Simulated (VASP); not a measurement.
# CdTe (I-4m2) in VASP: single point with r2SCAN

Aim: the single point of CdTe with r2SCAN.

All numbers are computed with VASP 6.6.1; they aren't measurements. Logs are shortened: lines on timing, memory, paths and dates and some standing lists are left out, and cuts for length are marked.

## Step 1: The crystal as given

It takes space group I-4m2 (No. 119, tetragonal). The conventional cell has a = 4.594 Å, b = 4.594 Å, c = 6.449 Å, α = 90.00°, β = 90.00°, γ = 90.00°. Cd (site symmetry -4m2) is surrounded by 4 Te at 2.81 Å. Around Te (site symmetry -4m2) lie 4 Cd at 2.81 Å.

The cell was built by a generator and isn't the measured one.

## Step 2: Single point, r2SCAN, non-collinear spin, zero start, spin-orbit coupling

INCAR

```
ALGO = Normal ; EDIFF = 1E-7
ENCUT = 520 ; GGA_COMPAT = False
ISIF = 2 ; ISMEAR = 0
LASPH = True ; LCHARG = True
LMIXTAU = True ; LNONCOLLINEAR = True
LORBIT = 11 ; LREAL = False
LSORBIT = True ; LVHAR = True
LWAVE = False ; MAGMOM = 0 0 0 0 0 0
METAGGA = R2SCAN ; NELM = 60
PREC = Accurate ; SIGMA = 0.02
```

KPOINTS

```
k-points
0
Gamma
  8 8 8
```

POSCAR

```
CdTe
1.0
    0.0000000000      3.2486012500      3.2242975000
    3.2486012500      0.0000000000      3.2242975000
    3.2486012500      3.2486012500      0.0000000000
Cd Te
1 1
Direct
    0.0000000000      0.0000000000      0.0000000000
    0.2500000000      0.2500000000      0.2500000000
```

Potentials or basis: VASP PAW PBE potentials, release 64 (Cd, Te).

Run with:

```bash
$ cat potpaw_PBE.64/Cd/POTCAR potpaw_PBE.64/Te/POTCAR > POTCAR
$ mpirun -np 1 vasp_ncl > vasp.out
```

OUTCAR:

```text
EDIFF = 1E-7
   ENCUT = 520
   ISIF = 2
   ISMEAR = 0
   LASPH = True
   LNONCOLLINEAR = True
   LORBIT = 11
   LREAL = False
   LSORBIT = True
   METAGGA = R2SCAN
   NELM = 60
   PREC = Accurate

 ion  position               nearest neighbor table
   1  0.000  0.000  0.000-   2 2.81   2 2.81   2 2.81   2 2.81
   2  0.250  0.250  0.250-   1 2.81   1 2.81   1 2.81   1 2.81

  LATTYP: Found a body centered tetragonal cell.
 ALAT       =     4.5942159465
 C/A-ratio  =     1.4036334110

  Lattice vectors:

 A1 = (   0.0000000000,  -3.2486012500,  -3.2242975000)
 A2 = (   0.0000000000,   3.2486012500,  -3.2242975000)
 A3 = (   3.2486012500,   0.0000000000,   3.2242975000)

Analysis of symmetry for initial positions (statically):
=====================================================================
 Subroutine PRICEL returns:
 Original cell was already a primitive cell.

 Routine SETGRP: Setting up the symmetry group for a
 body centered tetragonal supercell.

 Subroutine GETGRP returns: Found  8 space group operations
 (whereof  8 operations were pure point group operations)
 out of a pool of 16 trial point group operations.

The static configuration has the point symmetry D_2d.

Analysis of symmetry for dynamics (positions and initial velocities):
=====================================================================
 Subroutine PRICEL returns:
 Original cell was already a primitive cell.

 Routine SETGRP: Setting up the symmetry group for a
 body centered tetragonal supercell.

 Subroutine GETGRP returns: Found  8 space group operations
 (whereof  8 operations were pure point group operations)
 out of a pool of 16 trial point group operations.

The dynamic configuration has the point symmetry D_2d.

Analysis of structural, dynamic, and magnetic symmetry:
=====================================================================
 Subroutine PRICEL returns:
 Original cell was already a primitive cell.

 Routine SETGRP: Setting up the symmetry group for a
 body centered tetragonal supercell.

 Subroutine GETGRP returns: Found  8 space group operations
 (whereof  8 operations were pure point group operations)
 out of a pool of 16 trial point group operations.

The overall configuration has the point symmetry D_2d.

 Subroutine INISYM returns: Found  8 space group operations
 (whereof  8 operations are pure point group operations),
 and found     1 'primitive' translations

----------------------------------------------------------------------------------------

                                     Primitive cell

  volume of cell :      68.0547

  direct lattice vectors                    reciprocal lattice vectors
     0.000000000  3.248601250  3.224297500    -0.153912395  0.153912395  0.155072539
     3.248601250  0.000000000  3.224297500     0.153912395 -0.153912395  0.155072539
     3.248601250  3.248601250  0.000000000     0.153912395  0.153912395 -0.155072539

  length of vectors
     4.577062863  4.577062863  4.594215946     0.267255577  0.267255577  0.267255577

  position of ions in fractional coordinates (direct lattice)
     0.000000000  0.000000000  0.000000000
     0.250000000  0.250000000  0.250000000

  ion indices of the primitive-cell ions
   primitive index   ion index
                 1           1
                 2           2

----------------------------------------------------------------------------------------

 KPOINTS: k-points

Automatic generation of k-mesh.
 Grid dimensions read from file:
 generate k-points for:    8    8    8

 Generating k-lattice:

  Cartesian coordinates                     Fractional coordinates (reciprocal lattice)
    -0.019239049  0.019239049  0.019384067     0.125000000  0.000000000  0.000000000
[... 79 lines left out ...]
     AMIX_MAG =   1.60;   BMIX_MAG =  1.00
  volume/ion in A,a.u.               =      34.03       229.63
  Fermi-wavevector in a.u.,A,eV,Ry     =   1.050864  1.985844 15.025109  1.104314
  Thomas-Fermi vector in A             =   2.185884
   LORBIT       =     11    0 simple, 1 ext, 2 COOP (PROOUT), +10 PAW based schemes
   METAGGA = R2SCAN    functional components
   LHFCALC =     F    Hartree Fock is set to
   AEXX    =    0.0000 exact exchange contribution
   IVDW    =     0    specifies the selected vdW correction
   LEPSILON=     F    determine dielectric tensor
   LRPA    =     F    only Hartree local field effects (RPA)
 Gauss-broadening in eV      SIGMA  =   0.02
  energy-cutoff  :      520.00
  volume of cell :       68.05
 maximum number of plane-waves:      3700
 NGX is ok and might be reduce to    36
   NGX = 17   NGY = 17   NGZ = 17

 number of electron      17.9999996 magnetization       0.0000000      0.0000000      0.0000000

 number of electron      17.9999996 magnetization      -0.0000000      0.0000000     -0.0000000

 number of electron      17.9999996 magnetization      -0.0000000     -0.0000000     -0.0000000

 number of electron      17.9999996 magnetization      -0.0000000      0.0000000      0.0000000

 Free energy of the ion-electron system (eV)
  ---------------------------------------------------
  ext. energy  EPLUGINS =         0.00000000
  ---------------------------------------------------
  free energy    TOTEN  =       -46.74961511 eV

  energy without entropy =      -46.74961511  energy(sigma->0) =      -46.74961511

 E-fermi :   2.5077     XC(G=0):  -9.1044

 val. band max:        2.3760344361   @ k =   0.0000   0.0000   0.0000
 cond. band min:       3.3749315251   @ k =   0.0000   0.0000   0.0000
 fundamental gap:      0.9988970891
 Fermi energy:         2.5076523388

 k-point     1 :       0.0000    0.0000    0.0000
  band No.  band energies     occupation
      1      -9.4219      1.00000
      2      -9.4219      1.00000
      3      -6.7692      1.00000
      4      -6.7692      1.00000
      5      -6.7684      1.00000
      6      -6.7684      1.00000
[... 685 lines left out ...]
     25       9.2980      0.00000
     26       9.3199      0.00000

 [... further k-points ...]

------------------------ aborting loop because EDIFF is reached ----------------------------------------

  FORCE on cell =-STRESS in cart. coord.  units (eV):
  Direction    XX          YY          ZZ          XY          YZ          ZX
  --------------------------------------------------------------------------------------
  -------------------------------------------------------------------------------------
  Total        0.7006593      0.7006593      0.7490043      0.0000000      0.0000000      0.0000000
  in kB       16.4952754     16.4952754     17.6334369      0.0000000      0.0000000      0.0000000
  external PRESSURE =      16.8746626 kB  Pullay stress =       0.0000000 kB

 VOLUME and BASIS-vectors are now :
 -----------------------------------------------------------------------------
  energy-cutoff  :      520.00
  volume of cell :       68.05
      direct lattice vectors                 reciprocal lattice vectors
     0.000000000  3.248601250  3.224297500    -0.153912395  0.153912395  0.155072539
     3.248601250  0.000000000  3.224297500     0.153912395 -0.153912395  0.155072539
     3.248601250  3.248601250  0.000000000     0.153912395  0.153912395 -0.155072539

 POSITION                                       TOTAL-FORCE (eV/Angst)
 -----------------------------------------------------------------------------------
      0.00000      0.00000      0.00000         0.000000      0.000000     -0.000000
      1.62430      1.62430      1.61215        -0.000000     -0.000000      0.000000
 -----------------------------------------------------------------------------------
    total drift:                                0.000000      0.000000      0.000000

  FREE ENERGIE OF THE ION-ELECTRON SYSTEM (eV)
  ---------------------------------------------------
  free  energy   TOTEN  =       -46.7496151111 eV

  energy  without entropy=      -46.7496151111  energy(sigma->0) =      -46.74961511

 Spin-Orbit-Coupling matrix elements

 Ion:    1  E_soc:     -0.0582509
 l=   1
     0.0000000    -0.0029050    -0.0029050
    -0.0029050     0.0000000    -0.0029050
    -0.0029050    -0.0029050     0.0000000
 l=   2
     0.0000000    -0.0013763     0.0000000    -0.0013763    -0.0054270
    -0.0013763     0.0000000    -0.0040702    -0.0013763    -0.0013571
     0.0000000    -0.0040702     0.0000000    -0.0040702     0.0000000
    -0.0013763    -0.0013763    -0.0040702     0.0000000    -0.0013571
    -0.0054270    -0.0013571     0.0000000    -0.0013571     0.0000000
 l=   3
     0.0000000     0.0000000     0.0000000     0.0000000     0.0000000     0.0000000     0.0000000
     0.0000000     0.0000000     0.0000000     0.0000000     0.0000000     0.0000000     0.0000000
     0.0000000     0.0000000     0.0000000     0.0000000     0.0000000     0.0000000     0.0000000
     0.0000000     0.0000000     0.0000000     0.0000000     0.0000000     0.0000000     0.0000000
     0.0000000     0.0000000     0.0000000     0.0000000     0.0000000     0.0000000     0.0000000
     0.0000000     0.0000000     0.0000000     0.0000000     0.0000000     0.0000000     0.0000000
     0.0000000     0.0000000     0.0000000     0.0000000     0.0000000     0.0000000     0.0000000

 Ion:    2  E_soc:     -0.1794747
 l=   1
     0.0000000    -0.0298551    -0.0298104
    -0.0298551     0.0000000    -0.0298551
    -0.0298104    -0.0298551     0.0000000
 l=   2
     0.0000000    -0.0000295     0.0000000    -0.0000295    -0.0000428
    -0.0000295     0.0000000    -0.0000321    -0.0000294    -0.0000108
     0.0000000    -0.0000321     0.0000000    -0.0000321     0.0000000
    -0.0000295    -0.0000294    -0.0000321     0.0000000    -0.0000108
    -0.0000428    -0.0000108     0.0000000    -0.0000108     0.0000000
 l=   3
     0.0000000     0.0000000     0.0000000     0.0000000     0.0000000     0.0000000     0.0000000
     0.0000000     0.0000000     0.0000000     0.0000000     0.0000000     0.0000000     0.0000000
     0.0000000     0.0000000     0.0000000     0.0000000     0.0000000     0.0000000     0.0000000
     0.0000000     0.0000000     0.0000000     0.0000000     0.0000000     0.0000000     0.0000000
     0.0000000     0.0000000     0.0000000     0.0000000     0.0000000     0.0000000     0.0000000
     0.0000000     0.0000000     0.0000000     0.0000000     0.0000000     0.0000000     0.0000000
     0.0000000     0.0000000     0.0000000     0.0000000     0.0000000     0.0000000     0.0000000

 total charge

# of ion       s       p       d       tot
------------------------------------------
    1        0.452   0.314   9.547  10.313
    2        1.351   2.110   0.021   3.483
--------------------------------------------------
tot          1.803   2.424   9.568  13.796

 magnetization (x)

# of ion       s       p       d       tot
------------------------------------------
    1       -0.000  -0.000   0.000  -0.000
    2       -0.000  -0.000  -0.000  -0.000
--------------------------------------------------
tot         -0.000  -0.000   0.000  -0.000

 magnetization (y)

# of ion       s       p       d       tot
------------------------------------------
    1        0.000   0.000   0.000   0.000
    2        0.000   0.000   0.000   0.000
--------------------------------------------------
tot          0.000   0.000   0.000   0.000

 magnetization (z)

# of ion       s       p       d       tot
------------------------------------------
    1       -0.000   0.000  -0.000  -0.000
    2        0.000   0.000   0.000   0.000
--------------------------------------------------
tot         -0.000   0.000  -0.000  -0.000
```

Run time: 19 min. Hardware: 1 thread of Intel Xeon 6975P-C (Granite Rapids), shared host; peak memory 0.61 GiB.

What came out:

```yaml
Free_energy: -46.7496 eV
Pressure: 1.7 GPa
Net_moment: 0.00 μB per cell
Valence_electrons_inside_the_program's_atomic_spheres: Cd 10.31; Te 3.48
```

Stress tensor (GPa, compression positive):
```
1.65 0.00 0.00
0.00 1.65 0.00
0.00 0.00 1.76
```

Moments on the atoms (μB; x, y, z):
```
Cd  0.00 0.00 0.00
Te  0.00 0.00 0.00
```

Caveat: the PAW data sets were made with another functional, which shifts forces and pressure a little.
